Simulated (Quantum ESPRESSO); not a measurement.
# KBr: electronic dielectric constant by level of theory

```xyz
2
Lattice="0.0000 3.3000 3.3000 3.3000 0.0000 3.3000 3.3000 3.3000 0.0000" Properties=species:S:1:pos:R:3 pbc="T T T"
Br    3.3000    3.3000    3.3000
K     0.0000    0.0000    0.0000
```

| rung | level | program and potentials | cutoff (eV) | k mesh | task | spin | electronic dielectric constant | miss | notes |
| --- | --- | --- | --- | --- | --- | --- | --- | --- | --- |
| LDA | LDA | Quantum ESPRESSO, GBRV 1.5 LDA | 612 | 4 × 4 × 4, shifted | phonons | off | 2.76 | +16.9 % | cell relaxed first (32.24 Å³/atom) |
| LDA | LDA | Quantum ESPRESSO, PseudoDojo 0.4.1 SR LDA standard | 980 | 4 × 4 × 4, shifted | phonons | off | 2.76 | +16.9 % | cell relaxed first (32.31 Å³/atom) |
| GGA | AM05 | Quantum ESPRESSO, PseudoDojo 0.4.1 SR PBE standard | 1007 | 4 × 4 × 4, shifted | phonons | off | 2.51 | +6.4 % | potentials made for PBE; cell relaxed first (37.12 Å³/atom) |
| GGA | AM05 | Quantum ESPRESSO, PseudoDojo 0.4.1 SR PBE standard | 1007 | 6 × 6 × 6, shifted | dielectric tensor | off | 2.55 | +8.1 % | potentials made for PBE |
| GGA | BLYP | Quantum ESPRESSO, PseudoDojo 0.4.1 SR PBE standard | 1007 | 6 × 6 × 6, shifted | dielectric tensor | off | 2.54 | +7.6 % | potentials made for PBE |
| GGA | PBE | Quantum ESPRESSO, GBRV 1.5 PBE | 612 | 4 × 4 × 4, shifted | phonons | off | 2.51 | +6.4 % | cell relaxed first (37.13 Å³/atom) |
| GGA | PBE | Quantum ESPRESSO, PseudoDojo 0.4 FR PBE standard | 1007 | 6 × 6 × 6, shifted | dielectric tensor | SOC, no magnetisation | (a) | ? | - |
| GGA | PBE | Quantum ESPRESSO, PseudoDojo 0.4.1 SR PBE standard | 1007 | 4 × 4 × 4, shifted | phonons | off | 2.50 | +5.9 % | cell relaxed first (37.64 Å³/atom) |
| GGA | PBEsol | Quantum ESPRESSO, PseudoDojo 0.4.1 SR PBEsol standard | 1007 | 6 × 6 × 6, shifted | dielectric tensor | off | 2.59 | +9.7 % | - |
| GGA | PW91 | Quantum ESPRESSO, PseudoDojo 0.4.1 SR PBE standard | 1007 | 4 × 4 × 4, shifted | phonons | off | 2.50 | +5.9 % | potentials made for PBE; cell relaxed first (37.56 Å³/atom) |
| GGA | WC | Quantum ESPRESSO, PseudoDojo 0.4.1 SR PBE standard | 1007 | 6 × 6 × 6, shifted | dielectric tensor | off | 2.59 | +9.7 % | potentials made for PBE |
| GGA | revPBE | Quantum ESPRESSO, PseudoDojo 0.4.1 SR PBE standard | 1007 | 4 × 4 × 4, shifted | phonons | off | 2.36 | +0.0 % | potentials made for PBE; cell relaxed first (40.76 Å³/atom) |
| GGA | revPBE | Quantum ESPRESSO, PseudoDojo 0.4.1 SR PBE standard | 1007 | 2 × 2 × 2, shifted | phonons | off | 2.34 | -0.8 % | coarse mesh; potentials made for PBE; cell relaxed first (40.63 Å³/atom) |
| non-local van der Waals functional | vdW-DF-cx | Quantum ESPRESSO, PseudoDojo 0.4.1 SR PBE standard | 1007 | 4 × 4 × 4, shifted | phonons | off | 2.55 | +8.1 % | potentials made for PBE; cell relaxed first (36.04 Å³/atom) |

The cell comes from a database and isn't always the measured one. Meshes differ between rows, which moves values too. All levels ran on this one cell, unrelaxed unless noted. Meshes are those of the run's cell of 2 atoms unless a note names another. Misses use the values as printed. Runs on faulty files, with rough fits or with known faults for this quantity aren't shown.

Measured: 2.36 (a printed reference work). The runs are for a static lattice.

Problem. Estimate the value left out from the other rows.

Solution. (a) 2.56, miss +8.5 %.
